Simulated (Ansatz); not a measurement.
# Iodine, solid I2 (Cmce) under PBE: convergence with the plane-wave cutoff

How high must the plane-wave cutoff be for energy and pressure to settle? The geometry was relaxed under PBE beforehand and stays fixed; 9 values are run, from 150 to 800 eV. Wanted are the values from which on the energy stays within 10 and 1 meV/atom, and the pressure within 0.5 GPa, of the last run. Within the series other settings stay, but some runs also write fields, which adds to their time. Spin polarisation is left out.

Method: DFT PBE, plane waves with PAW, scalar-relativistic, in Ansatz 0.2.0.

### Step 1. The system as given

The structure is orthorhombic, space group Cmce (No. 64). Conventional cell: a = 8.938 Å, b = 4.603 Å, c = 9.876 Å, α = 90.00°, β = 90.00°, γ = 90.00°. I (site symmetry m) has 1 I at 2.81 Å as nearest neighbours.

Coordinates:

```
I
1.0
     4.46913   -2.30156    0.00000
     4.46913    2.30156    0.00000
     0.00000    0.00000    9.87599
I
4
Direct
  0.84274 0.15726 0.12201
  0.65726 0.34274 0.62201
  0.15726 0.84274 0.87799
  0.34274 0.65726 0.37799
```

### Step 2. A run at the usual settings, for scale

input.yaml reads:

```yaml
crystal:
  lattice:
    - [4.4691335775, -2.3015586197, 0.0]
    - [4.4691335775, 2.3015586197, 0.0]
    - [0.0, 0.0, 9.8759877929]
  atoms:
    - { symbol: I, position: [0.8427352896, 0.1572647104, 0.1220149726] }
    - { symbol: I, position: [0.6572647104, 0.3427352896, 0.6220149726] }
    - { symbol: I, position: [0.1572647104, 0.8427352896, 0.8779850274] }
    - { symbol: I, position: [0.3427352896, 0.6572647104, 0.3779850274] }
hamiltonian:
  xc: pbe
  pseudopotentials:
    kind: paw
    azcp:
      I: "pseudopotentials/I.paw.azcp"
basis:
  ecutwfc: 420
  fft_grid_basis: typed
kpoints:
  mp_grid: { grid: [7, 7, 3], shift: [0, 0, 0] }
magnetization:
  spin_polarized: false
scf:
  occupations: { method: fermi_dirac, width: 0.05 }
  lower_state_search: "off"
output:
  stress: true
```

Run with:

```bash
$ ansatz run input.yaml --threads 1 --pin off --max-ram 3584MiB --backend cpu --events-out ev --progress --plain --runs-dir out
```

Standard output (excerpt; [...] marks lines left out):

```text
[...]
Pseudopotentials: kind: paw
Pseudopotential: I, paw, valence charge 17, recommended cutoff 420 eV (normal), <dir>
Functional definition: PBE
[...]
Crystal: 4 atoms, lattice volume = 203.168 Å³
Basis set: ecut = 420 eV, 3981 PW (Γ)
Bands: 39, of which v1, the nominal top of the filled ones, is band 34 counted from 1 (33 counted from 0)
Symmetry: 8 space group operations
Space group: Cmce (ITA 64), of the structure as read, at distance tolerance 5.9e-5 Å
k-points: 32 of 147
[...]
SCF iter   1: F=—  HF=-30051.631534 eV  |F-HF|=—  |Δ(HF+E_count)|=         —  Δρ=8.74e-4  dr2=1.25e-3  ethr=1.77e-3  ⟨swp⟩=9.2  Hψ=5853  notcnv=0
[...]
SCF iter   7: F=-30051.632936 eV  HF=-30051.632936 eV  |F-HF|=4.43e-8  |Δ(HF+E_count)|=   2.08e-7  Δρ=4.65e-6  dr2=6.79e-8  ethr=1.47e-10  ⟨swp⟩=3.5  Hψ=5339  notcnv=0
[...]
SCF converged after 7 iterations
Free energy (F): -30051.632936 eV
[...]
E sigma→0 (E₀):  -30051.632932 eV
Entropy (-TS):   -0.000006 eV (-0.002 meV/atom)
Fermi energy:    3.551544 eV
[...]
--- Stress (GPa, compression-positive) ---
        0.025824       0.000000       0.000000
        0.000000      -0.004619       0.000000
        0.000000       0.000000      -0.087940
  P = ⅓ Tr σ = -0.0222 GPa (-0.222 kbar)
```

It took 17 s on 1 thread of Intel Xeon Platinum 8259CL at 2.50GHz (Skylake/Cascade Lake), shared host; peak memory 0.67 GiB.

### Step 3. Run at 150 eV

The run at 150 eV.

Changes to input.yaml since step 2:

```diff
@@ -17,6 +17,6 @@
 basis:
-  ecutwfc: 420
+  ecutwfc: 150
   fft_grid_basis: typed
 kpoints:
-  mp_grid: { grid: [7, 7, 3], shift: [0, 0, 0] }
+  mp_grid: { grid: [8, 8, 4], shift: [0, 0, 0] }
 magnetization:
@@ -28 +28,5 @@
   stress: true
+  write_density: true
+  write_potential: true
+  elf: true
+  volumetric_format: npy
```

Run with:

```bash
$ ansatz run input.yaml --threads 1 --pin off --max-ram 3584MiB --backend cpu --events-out ev --progress --plain --runs-dir out
```

Standard output (excerpt; [...] marks lines left out):

```text
Warning: basis.ecutwfc = 150 eV is below the records' recommended 420 eV, and the density's cutoff is lower with it unless basis.ecutrho_ratio is high enough to keep the records' density cutoff: compare with a run at a higher cutoff
Warning: basis.ecutrho_ratio 4 (ecutrho = 600 eV, dense FFT grid 24×24×40): the grid does not resolve the core-correction charge of I (measure 0.21 e/Å^2.5); warned from 0.08. The energy and each atom's force then go with where the atoms sit on the grid: on a 12-atom cubic HfO2 cell under [...]
[... 3 set-up lines as earlier in the session ...]
[...]
Crystal: 4 atoms, lattice volume = 203.168 Å³
Basis set: ecut = 150 eV, 835 PW (Γ)
Bands: 41, of which v1, the nominal top of the filled ones, is band 34 counted from 1 (33 counted from 0)
[... 2 set-up lines as earlier in the session ...]
k-points: 63 of 256
[...]
SCF iter   1: F=—  HF=-29778.638832 eV  |F-HF|=—  |Δ(HF+E_count)|=         —  Δρ=1.91e-1  dr2=3.90e1  ethr=1.77e-3  ⟨swp⟩=7.0  Hψ=11712  notcnv=0  defer=14
[...]
SCF iter   8: F=-29739.771036 eV  HF=-29739.771036 eV  |F-HF|=7.26e-9  |Δ(HF+E_count)|=   5.88e-7  Δρ=9.14e-7  dr2=1.54e-9  ethr=1.47e-10  ⟨swp⟩=14.5  Hψ=15946  notcnv=0
[...]
SCF converged after 8 iterations
Free energy (F): -29739.771036 eV
[...]
E sigma→0 (E₀):  -29739.771011 eV
Entropy (-TS):   -0.000050 eV (-0.013 meV/atom)
Fermi energy:    2.549438 eV
[...]
--- Stress (GPa, compression-positive) ---
        7.271300       0.000000      -0.000000
        0.000000      -0.023465       0.000000
       -0.000000       0.000000     -11.734377
  P = ⅓ Tr σ = -1.4955 GPa (-14.955 kbar)
--- Band table (eV; the first three rows and the last of 63) ---
[...]
```

Wall time 11 s (1 thread of Intel Xeon Platinum 8259CL at 2.50GHz (Skylake/Cascade Lake), shared host); peak memory 0.55 GiB.

### Step 4. Run at 200 eV

The run at 200 eV.

Changes to input.yaml since step 3:

```diff
@@ -17,3 +17,3 @@
 basis:
-  ecutwfc: 150
+  ecutwfc: 200
   fft_grid_basis: typed
```

Run with:

```bash
$ ansatz run input.yaml --threads 1 --pin off --max-ram 3584MiB --backend cpu --events-out ev --progress --plain --runs-dir out
```

Standard output (excerpt; [...] marks lines left out):

```text
Warning: basis.ecutwfc = 200 eV is below the records' recommended 420 eV, and the density's cutoff is lower with it unless basis.ecutrho_ratio is high enough to keep the records' density cutoff: compare with a run at a higher cutoff
[...]
[... 3 set-up lines as earlier in the session ...]
[...]
Crystal: 4 atoms, lattice volume = 203.168 Å³
Basis set: ecut = 200 eV, 1325 PW (Γ)
Bands: 41, of which v1, the nominal top of the filled ones, is band 34 counted from 1 (33 counted from 0)
[... 2 set-up lines as earlier in the session ...]
k-points: 63 of 256
[...]
SCF iter   1: F=—  HF=-30017.114355 eV  |F-HF|=—  |Δ(HF+E_count)|=         —  Δρ=3.54e-2  dr2=1.20e0  ethr=1.77e-3  ⟨swp⟩=7.4  Hψ=11090  notcnv=0  defer=38
[...]
SCF iter   7: F=-30015.473879 eV  HF=-30015.473879 eV  |F-HF|=2.47e-8  |Δ(HF+E_count)|=   2.92e-7  Δρ=2.40e-6  dr2=2.81e-8  ethr=1.47e-10  ⟨swp⟩=9.4  Hψ=14971  notcnv=0
[...]
SCF converged after 7 iterations
Free energy (F): -30015.473879 eV
[...]
E sigma→0 (E₀):  -30015.473874 eV
Entropy (-TS):   -0.000010 eV (-0.002 meV/atom)
Fermi energy:    3.463383 eV
[...]
--- Stress (GPa, compression-positive) ---
       -1.071536       0.000000       0.000000
        0.000000      -0.655145       0.000000
        0.000000       0.000000      -1.387986
  P = ⅓ Tr σ = -1.0382 GPa (-10.382 kbar)
--- Band table (eV; the first three rows and the last of 63) ---
[...]
```

It took 19 s on 1 thread of Intel Xeon Platinum 8259CL at 2.50GHz (Skylake/Cascade Lake), shared host; peak memory 0.59 GiB.

### Step 5. Run at 250 eV

The run at 250 eV.

Changes to input.yaml since step 4:

```diff
@@ -17,3 +17,3 @@
 basis:
-  ecutwfc: 200
+  ecutwfc: 250
   fft_grid_basis: typed
@@ -28,5 +28 @@
   stress: true
-  write_density: true
-  write_potential: true
-  elf: true
-  volumetric_format: npy
```

Run with:

```bash
$ ansatz run input.yaml --threads 1 --pin off --max-ram 3584MiB --backend cpu --events-out ev --progress --plain --runs-dir out
```

Standard output (excerpt; [...] marks lines left out):

```text
Warning: basis.ecutwfc = 250 eV is below the records' recommended 420 eV, and the density's cutoff is lower with it unless basis.ecutrho_ratio is high enough to keep the records' density cutoff: compare with a run at a higher cutoff
[...]
[... 3 set-up lines as earlier in the session ...]
[...]
Crystal: 4 atoms, lattice volume = 203.168 Å³
Basis set: ecut = 250 eV, 1835 PW (Γ)
Bands: 39, of which v1, the nominal top of the filled ones, is band 34 counted from 1 (33 counted from 0)
[... 2 set-up lines as earlier in the session ...]
k-points: 63 of 256
[...]
SCF iter   1: F=—  HF=-30047.814897 eV  |F-HF|=—  |Δ(HF+E_count)|=         —  Δρ=7.17e-3  dr2=4.24e-2  ethr=1.77e-3  ⟨swp⟩=8.3  Hψ=10788  notcnv=0
[...]
SCF iter   7: F=-30047.762577 eV  HF=-30047.762577 eV  |F-HF|=1.48e-8  |Δ(HF+E_count)|=   3.53e-7  Δρ=2.18e-6  dr2=1.83e-8  ethr=1.47e-10  ⟨swp⟩=5.0  Hψ=8136  notcnv=0
[...]
SCF converged after 7 iterations
Free energy (F): -30047.762577 eV
[...]
E sigma→0 (E₀):  -30047.762573 eV
Entropy (-TS):   -0.000008 eV (-0.002 meV/atom)
Fermi energy:    3.551484 eV
[...]
--- Stress (GPa, compression-positive) ---
       -0.025758       0.000000       0.000000
        0.000000      -0.117736       0.000000
        0.000000       0.000000      -0.175576
  P = ⅓ Tr σ = -0.1064 GPa (-1.064 kbar)
```

It took 16 s on 1 thread of Intel Xeon Platinum 8259CL at 2.50GHz (Skylake/Cascade Lake), shared host; peak memory 0.63 GiB.

### Step 6. Run at 300 eV

The run at 300 eV.

Changes to input.yaml since step 5:

```diff
@@ -17,3 +17,3 @@
 basis:
-  ecutwfc: 250
+  ecutwfc: 300
   fft_grid_basis: typed
```

Run with:

```bash
$ ansatz run input.yaml --threads 1 --pin off --max-ram 3584MiB --backend cpu --events-out ev --progress --plain --runs-dir out
```

Standard output (excerpt; [...] marks lines left out):

```text
Warning: basis.ecutwfc = 300 eV is below the records' recommended 420 eV, and the density's cutoff is lower with it unless basis.ecutrho_ratio is high enough to keep the records' density cutoff: compare with a run at a higher cutoff
[...]
[... 3 set-up lines as earlier in the session ...]
[...]
Crystal: 4 atoms, lattice volume = 203.168 Å³
Basis set: ecut = 300 eV, 2389 PW (Γ)
Bands: 39, of which v1, the nominal top of the filled ones, is band 34 counted from 1 (33 counted from 0)
[... 2 set-up lines as earlier in the session ...]
k-points: 63 of 256
[...]
SCF iter   1: F=—  HF=-30051.333458 eV  |F-HF|=—  |Δ(HF+E_count)|=         —  Δρ=1.62e-3  dr2=2.32e-3  ethr=1.77e-3  ⟨swp⟩=8.8  Hψ=11865  notcnv=0
[...]
SCF iter   6: F=-30051.334650 eV  HF=-30051.334650 eV  |F-HF|=6.65e-8  |Δ(HF+E_count)|=   9.73e-7  Δρ=5.00e-6  dr2=8.64e-8  ethr=1.47e-10  ⟨swp⟩=3.0  Hψ=9069  notcnv=0
[...]
SCF converged after 6 iterations
Free energy (F): -30051.334650 eV
[...]
E sigma→0 (E₀):  -30051.334646 eV
Entropy (-TS):   -0.000007 eV (-0.002 meV/atom)
Fermi energy:    3.560417 eV
[...]
--- Stress (GPa, compression-positive) ---
        0.033576       0.000000       0.000000
        0.000000      -0.007017       0.000000
        0.000000       0.000000      -0.066767
  P = ⅓ Tr σ = -0.0134 GPa (-0.134 kbar)
```

Wall time 15 s (1 thread of Intel Xeon Platinum 8259CL at 2.50GHz (Skylake/Cascade Lake), shared host); peak memory 0.67 GiB.

### Step 7. Run at 350 eV

The run at 350 eV.

Changes to input.yaml since step 6:

```diff
@@ -17,3 +17,3 @@
 basis:
-  ecutwfc: 300
+  ecutwfc: 350
   fft_grid_basis: typed
```

Run with:

```bash
$ ansatz run input.yaml --threads 1 --pin off --max-ram 3584MiB --backend cpu --events-out ev --progress --plain --runs-dir out
```

Standard output (excerpt; [...] marks lines left out):

```text
Warning: basis.ecutwfc = 350 eV is below the records' recommended 420 eV, and the density's cutoff is lower with it unless basis.ecutrho_ratio is high enough to keep the records' density cutoff: compare with a run at a higher cutoff
[...]
[... 3 set-up lines as earlier in the session ...]
[...]
Crystal: 4 atoms, lattice volume = 203.168 Å³
Basis set: ecut = 350 eV, 3041 PW (Γ)
Bands: 39, of which v1, the nominal top of the filled ones, is band 34 counted from 1 (33 counted from 0)
[... 2 set-up lines as earlier in the session ...]
k-points: 63 of 256
[...]
SCF iter   1: F=—  HF=-30051.621034 eV  |F-HF|=—  |Δ(HF+E_count)|=         —  Δρ=8.78e-4  dr2=1.23e-3  ethr=1.77e-3  ⟨swp⟩=9.1  Hψ=11380  notcnv=0
[...]
SCF iter   7: F=-30051.622157 eV  HF=-30051.622157 eV  |F-HF|=1.90e-9  |Δ(HF+E_count)|=   6.47e-8  Δρ=2.42e-6  dr2=1.71e-8  ethr=1.47e-10  ⟨swp⟩=5.0  Hψ=8391  notcnv=0
[...]
SCF converged after 7 iterations
Free energy (F): -30051.622157 eV
[...]
E sigma→0 (E₀):  -30051.622153 eV
Entropy (-TS):   -0.000007 eV (-0.002 meV/atom)
Fermi energy:    3.560579 eV
[...]
--- Stress (GPa, compression-positive) ---
        0.025941       0.000000       0.000000
        0.000000      -0.008909       0.000000
        0.000000       0.000000      -0.083051
  P = ⅓ Tr σ = -0.0220 GPa (-0.220 kbar)
```

Run time: 19 s. Hardware: 1 thread of Intel Xeon Platinum 8259CL at 2.50GHz (Skylake/Cascade Lake), shared host; peak memory 0.73 GiB.

### Step 8. Run at 420 eV

The run at 420 eV.

Changes to input.yaml since step 7:

```diff
@@ -17,3 +17,3 @@
 basis:
-  ecutwfc: 350
+  ecutwfc: 420
   fft_grid_basis: typed
```

Run with:

```bash
$ ansatz run input.yaml --threads 1 --pin off --max-ram 3584MiB --backend cpu --events-out ev --progress --plain --runs-dir out
```

Standard output (excerpt; [...] marks lines left out):

```text
[...]
[... 3 set-up lines as earlier in the session ...]
[...]
Crystal: 4 atoms, lattice volume = 203.168 Å³
Basis set: ecut = 420 eV, 3981 PW (Γ)
Bands: 39, of which v1, the nominal top of the filled ones, is band 34 counted from 1 (33 counted from 0)
[... 2 set-up lines as earlier in the session ...]
k-points: 63 of 256
[...]
SCF iter   1: F=—  HF=-30051.631489 eV  |F-HF|=—  |Δ(HF+E_count)|=         —  Δρ=8.74e-4  dr2=1.24e-3  ethr=1.77e-3  ⟨swp⟩=9.2  Hψ=11484  notcnv=0
[...]
SCF iter   7: F=-30051.632870 eV  HF=-30051.632870 eV  |F-HF|=4.77e-8  |Δ(HF+E_count)|=   2.16e-7  Δρ=4.77e-6  dr2=7.10e-8  ethr=1.47e-10  ⟨swp⟩=3.5  Hψ=10492  notcnv=0
[...]
SCF converged after 7 iterations
Free energy (F): -30051.632870 eV
[...]
E sigma→0 (E₀):  -30051.632867 eV
Entropy (-TS):   -0.000007 eV (-0.002 meV/atom)
Fermi energy:    3.560419 eV
[...]
--- Stress (GPa, compression-positive) ---
        0.025787       0.000000       0.000000
        0.000000      -0.007997       0.000000
        0.000000       0.000000      -0.082690
  P = ⅓ Tr σ = -0.0216 GPa (-0.216 kbar)
```

Wall time 24 s (1 thread of Intel Xeon Platinum 8259CL at 2.50GHz (Skylake/Cascade Lake), shared host); peak memory 0.78 GiB.

### Step 9. Run at 500 eV

The run at 500 eV.

Changes to input.yaml since step 8:

```diff
@@ -17,3 +17,3 @@
 basis:
-  ecutwfc: 420
+  ecutwfc: 500
   fft_grid_basis: typed
```

Run with:

```bash
$ ansatz run input.yaml --threads 1 --pin off --max-ram 3584MiB --backend cpu --events-out ev --progress --plain --runs-dir out
```

Standard output (excerpt; [...] marks lines left out):

```text
[...]
[... 3 set-up lines as earlier in the session ...]
[...]
Crystal: 4 atoms, lattice volume = 203.168 Å³
Basis set: ecut = 500 eV, 5157 PW (Γ)
Bands: 39, of which v1, the nominal top of the filled ones, is band 34 counted from 1 (33 counted from 0)
[... 2 set-up lines as earlier in the session ...]
k-points: 63 of 256
[...]
SCF iter   1: F=—  HF=-30051.634948 eV  |F-HF|=—  |Δ(HF+E_count)|=         —  Δρ=8.77e-4  dr2=1.23e-3  ethr=1.77e-3  ⟨swp⟩=9.3  Hψ=11544  notcnv=0
[...]
SCF iter   7: F=-30051.636417 eV  HF=-30051.636417 eV  |F-HF|=3.51e-8  |Δ(HF+E_count)|=   1.83e-7  Δρ=4.16e-6  dr2=5.64e-8  ethr=1.47e-10  ⟨swp⟩=3.4  Hψ=11167  notcnv=0
[...]
SCF converged after 7 iterations
Free energy (F): -30051.636417 eV
[...]
E sigma→0 (E₀):  -30051.636414 eV
Entropy (-TS):   -0.000007 eV (-0.002 meV/atom)
Fermi energy:    3.560424 eV
[...]
--- Stress (GPa, compression-positive) ---
        0.025586       0.000000       0.000000
        0.000000      -0.008251       0.000000
        0.000000       0.000000      -0.083405
  P = ⅓ Tr σ = -0.0220 GPa (-0.220 kbar)
```

Wall time 31 s (1 thread of Intel Xeon Platinum 8259CL at 2.50GHz (Skylake/Cascade Lake), shared host); peak memory 0.89 GiB.

### Step 10. Run at 600 eV

The run at 600 eV.

Changes to input.yaml since step 9:

```diff
@@ -17,3 +17,3 @@
 basis:
-  ecutwfc: 500
+  ecutwfc: 600
   fft_grid_basis: typed
```

Run with:

```bash
$ ansatz run input.yaml --threads 1 --pin off --max-ram 3584MiB --backend cpu --events-out ev --progress --plain --runs-dir out
```

Standard output (excerpt; [...] marks lines left out):

```text
[...]
[... 3 set-up lines as earlier in the session ...]
[...]
Crystal: 4 atoms, lattice volume = 203.168 Å³
Basis set: ecut = 600 eV, 6759 PW (Γ)
Bands: 39, of which v1, the nominal top of the filled ones, is band 34 counted from 1 (33 counted from 0)
[... 2 set-up lines as earlier in the session ...]
k-points: 63 of 256
[...]
SCF iter   1: F=—  HF=-30051.635467 eV  |F-HF|=—  |Δ(HF+E_count)|=         —  Δρ=8.89e-4  dr2=1.23e-3  ethr=1.77e-3  ⟨swp⟩=9.3  Hψ=11545  notcnv=0
[...]
SCF iter   7: F=-30051.636860 eV  HF=-30051.636860 eV  |F-HF|=4.60e-8  |Δ(HF+E_count)|=   2.07e-7  Δρ=4.56e-6  dr2=6.86e-8  ethr=1.47e-10  ⟨swp⟩=3.2  Hψ=10429  notcnv=0
[...]
SCF converged after 7 iterations
Free energy (F): -30051.636860 eV
[...]
E sigma→0 (E₀):  -30051.636856 eV
Entropy (-TS):   -0.000007 eV (-0.002 meV/atom)
Fermi energy:    3.560427 eV
[...]
--- Stress (GPa, compression-positive) ---
        0.025760       0.000000       0.000000
        0.000000      -0.008333       0.000000
        0.000000       0.000000      -0.083743
  P = ⅓ Tr σ = -0.0221 GPa (-0.221 kbar)
```

Run time: 45 s. Hardware: 1 thread of Intel Xeon Platinum 8259CL at 2.50GHz (Skylake/Cascade Lake), shared host; peak memory 1 GiB.

### Step 11. Run at 800 eV

The run at 800 eV.

Changes to input.yaml since step 10:

```diff
@@ -17,3 +17,3 @@
 basis:
-  ecutwfc: 600
+  ecutwfc: 800
   fft_grid_basis: typed
```

Run with:

```bash
$ ansatz run input.yaml --threads 1 --pin off --max-ram 3584MiB --backend cpu --events-out ev --progress --plain --runs-dir out
```

Standard output (excerpt; [...] marks lines left out):

```text
[...]
[... 3 set-up lines as earlier in the session ...]
[...]
Crystal: 4 atoms, lattice volume = 203.168 Å³
Basis set: ecut = 800 eV, 10499 PW (Γ)
Bands: 39, of which v1, the nominal top of the filled ones, is band 34 counted from 1 (33 counted from 0)
[... 2 set-up lines as earlier in the session ...]
k-points: 63 of 256
[...]
SCF iter   1: F=—  HF=-30051.635838 eV  |F-HF|=—  |Δ(HF+E_count)|=         —  Δρ=8.91e-4  dr2=1.23e-3  ethr=1.77e-3  ⟨swp⟩=9.2  Hψ=11529  notcnv=0
[...]
SCF iter   7: F=-30051.637108 eV  HF=-30051.637108 eV  |F-HF|=4.82e-8  |Δ(HF+E_count)|=   2.11e-7  Δρ=4.62e-6  dr2=7.11e-8  ethr=1.47e-10  ⟨swp⟩=3.3  Hψ=10416  notcnv=0
[...]
SCF converged after 7 iterations
Free energy (F): -30051.637108 eV
[...]
E sigma→0 (E₀):  -30051.637104 eV
Entropy (-TS):   -0.000007 eV (-0.002 meV/atom)
Fermi energy:    3.560415 eV
[...]
--- Stress (GPa, compression-positive) ---
        0.025535       0.000000       0.000000
        0.000000      -0.008429       0.000000
        0.000000       0.000000      -0.083765
  P = ⅓ Tr σ = -0.0222 GPa (-0.222 kbar)
```

It took 75 s on 1 thread of Intel Xeon Platinum 8259CL at 2.50GHz (Skylake/Cascade Lake), shared host; peak memory 1.3 GiB.

### Step 12. All values side by side

Differences are taken from the run at 800 eV.

| cutoff (eV) | plane waves at Γ | E(σ → 0) (meV/atom) | P (GPa) | SCF cycles | CPU time |
| --- | --- | --- | --- | --- | --- |
| 150 | 835 | 77966.52 | -1.50 | 8 | 11 s |
| 200 | 1325 | 9040.81 | -1.04 | 7 | 19 s |
| 250 | 1835 | 968.63 | -0.11 | 7 | 16 s |
| 300 | 2389 | 75.61 | -0.01 | 6 | 15 s |
| 350 | 3041 | 3.74 | -0.02 | 7 | 19 s |
| 420 | 3981 | 1.06 | -0.02 | 7 | 24 s |
| 500 | 5157 | 0.17 | -0.02 | 7 | 31 s |
| 600 | 6759 | 0.06 | -0.02 | 7 | 45 s |
| 800 | 10499 | 0.00 | -0.02 | 7 | 75 s |

### Step 13. Summary of results

| quantity | value |
| --- | --- |
| E(σ → 0) stays within 10 meV/atom of 800 eV | from 350 eV on |
| E(σ → 0) stays within 1 meV/atom | from 500 eV on |
| pressure stays within 0.5 GPa | from 250 eV on |
| pressure at 800 eV | -0.02 GPa |
| CPU time, dearest over cheapest | 7 |
| run at the usual settings (mesh 7×7×3 against the series' 8×8×4, 420 eV) | +1.0 meV/atom from 800 eV, -0.02 GPa |

What this shows: At 150 eV the energy differs by +77967 meV/atom and the pressure by -1.5 GPa. The energy falls at each step up in cutoff, as the variational principle asks. Total energies within 1 meV/atom need 500 eV; differences between like structures often settle sooner. Too low a cutoff pulls the pressure down (Pulay stress). The cell taken over is 23 % larger than the measured one (41.15 Å³/atom, COD); without dispersion its layers, chains or molecules have drifted apart, so it no longer stands for the bulk solid.
